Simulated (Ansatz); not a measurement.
## Ge3N4 at a changed volume — coordination and ⁷³Ge quadrupole coupling

Cell: a COD entry, relaxed with PBE at fixed cell and then changed (volume scaled by 0.98, ions relaxed).

```yaml
crystal:
  lattice:
    - [0.00000, 4.12667, 4.12667]
    - [4.12667, 0.00000, 4.12667]
    - [4.12667, 4.12667, 0.00000]
  atoms:
    - { symbol: Ge, position: [0.12500, 0.12500, 0.12500] }
    - { symbol: Ge, position: [0.62500, 0.12500, 0.12500] }
    - { symbol: Ge, position: [0.12500, 0.12500, 0.62500] }
    - { symbol: Ge, position: [0.12500, 0.62500, 0.12500] }
    - { symbol: Ge, position: [0.50000, 0.50000, 0.50000] }
    - { symbol: Ge, position: [0.75000, 0.75000, 0.75000] }
    - { symbol: N, position: [0.88311, 0.88311, 0.88311] }
    - { symbol: N, position: [0.89933, 0.36689, 0.36689] }
    - { symbol: N, position: [0.88311, 0.88311, 0.35067] }
    - { symbol: N, position: [0.36689, 0.89933, 0.36689] }
    - { symbol: N, position: [0.35067, 0.88311, 0.88311] }
    - { symbol: N, position: [0.36689, 0.36689, 0.36689] }
    - { symbol: N, position: [0.88311, 0.35067, 0.88311] }
    - { symbol: N, position: [0.36689, 0.36689, 0.89933] }
```

Atoms are numbered from 1 in the order listed; like atoms form one site, named after its first atom.

Method: Kohn–Sham DFT in Ansatz, PBE, plane waves and PAW, scalar-relativistic, 420 eV cutoff, Γ-centred 6×6×6 k-points, Fermi–Dirac smearing 0.02 eV.

Q(⁷³Ge) = -196.0 mb.

Task: Order the Ge environments from the weakest to the strongest quadrupole coupling.
A. Ge5: 4 N at 1.90 Å
B. Ge1: 6 N at 2.00 Å

Result: A (0 MHz, η = –), B (0.938 MHz, η = 0.00).

An axis of threefold or higher order runs through Ge1, so V_zz lies along it and η is zero. Ge5 sits on a cubic site, where every gradient vanishes.
